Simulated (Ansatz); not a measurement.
Runs of Ansatz 0.2.0 on CaSe. Symmetry: Fm-3m, No. 225, cubic system. The conventional cell has a = 5.912 Å, b = 5.912 Å, c = 5.912 Å, α = 90.00°, β = 90.00°, γ = 90.00°. Se (site symmetry m-3m) has 6 Ca at 2.96 Å as nearest neighbours. Ca (site symmetry m-3m) has 6 Se at 2.96 Å as nearest neighbours. 

| task | cell | gap on the mesh (eV) | pressure (GPa) |
| --- | --- | --- | --- |
| relaxation of the atoms | atoms relaxed from: strained by +1 % | 2.05 | 0.7 |
| relaxation of the atoms | atoms relaxed from: strained by -1 % | (a) | 1.7 |
| relaxation of the atoms | atoms relaxed | 2.03 | 1.2 |
| relaxation of cell and atoms | relaxed | 2.08 | 0.0 |

Alike in all rows: level PBE; potentials or basis Ansatz PAW; no spin polarisation; k mesh 8 × 8 × 8; cutoff (eV) 420; smearing fermi-dirac 0.05 eV.

Question: Fill in the values left out.

Answer: (a) 2.00.

Caveats: the relaxation stopped at its first step, so nothing moved (some runs); the thresholds are loose for stress (some runs); the plane-wave basis is chosen anew once the cell has moved, so the energies of steps on either side of that aren't comparable (some runs).

A k mesh can miss the band edges, and the runs leave out spin-orbit coupling on Se.
